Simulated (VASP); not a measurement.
Write the native input for VASP 6.6.1 that does the following.

| Quantity | Value |
| --- | --- |
| Task | relaxation of cell and atoms |
| Functional | BLYP |
| Potentials or basis | VASP PAW PBE potentials, release 64 (In_d) |
| Cutoff | 600 eV |
| k mesh | 10 × 10 × 10 |
| Occupations | fermi-dirac, width 0.05 eV |
| Spin | no spin polarisation |
| Further INCAR settings | ALGO = Normal; EDIFF = 1e-07; IBRION = 2; EDIFFG = -0.02; NSW = 40; ISIF = 3 |

The structure of In lies in POSCAR:

```
In
1.0
   -1.8825252400      1.8825252400      1.8825252400
    1.8825252400     -1.8825252400      1.8825252400
    1.8825252400      1.8825252400     -1.8825252400
In
1
Direct
    0.0000000000      0.0000000000      0.0000000000
```

This isn't the form of In at room conditions, which is tetragonal.

One way to write it, as run:

INCAR

```
SYSTEM = In
PREC     = Accurate       ! precision mode
ENCUT    = 600            ! plane-wave cutoff, eV
EDIFF    = 1E-7           ! SCF threshold, eV
ISMEAR   = -1             ! smearing method
SIGMA    = 0.05           ! smearing width, eV
LREAL    = .False.        ! projectors in reciprocal space
LASPH    = .True.         ! aspherical terms in the spheres
NELM     = 80             ! most SCF steps
ALGO     = Normal         ! electronic algorithm
ISIF     = 3              ! what is computed and relaxed
LWAVE    = .False.        ! write WAVECAR
LCHARG   = .False.        ! write CHGCAR
GGA      = B5             ! functional
ALDAX    = 1.0          
AGGAX    = 1.0          
AGGAC    = 1.0          
ALDAC    = 0.0          
IBRION   = 2              ! ionic algorithm
NSW      = 40             ! ionic steps
EDIFFG   = -0.02          ! ionic threshold
```

KPOINTS

```
Automatic mesh
0
Gamma
  10 10 10
  0 0 0
```

Potentials or basis: VASP PAW PBE potentials, release 64 (In_d).

Command:

```console
$ cat potpaw_PBE.64/In_d/POTCAR > POTCAR
$ mpirun -np 1 vasp_std > vasp.out
```

Results of the run:

The relaxed volume is 31.40 Å³/atom. The relaxed cell is a = 3.442 Å, b = 3.442 Å, c = 3.442 Å, α = 109.47°, β = 109.47°, γ = 109.47°, the space group after relaxing (to 0.05 Å) is Im-3m (No. 229) and the energy gained by relaxing is 69.7 meV/atom. The ionic steps are 4 and the pressure after relaxing is 0.0 GPa. The band gap on the k mesh is none (metal or under the smearing width).

Caveat: the volume moved by over 15 % at a fixed basis, so the end points are rough; the PAW data sets were made with another functional, which shifts forces and pressure a little.

It took 49 s on 1 thread of Intel(R) Xeon(R) Platinum 8559C (Emerald Rapids), with other jobs on the host, peak memory 0.16 GiB.
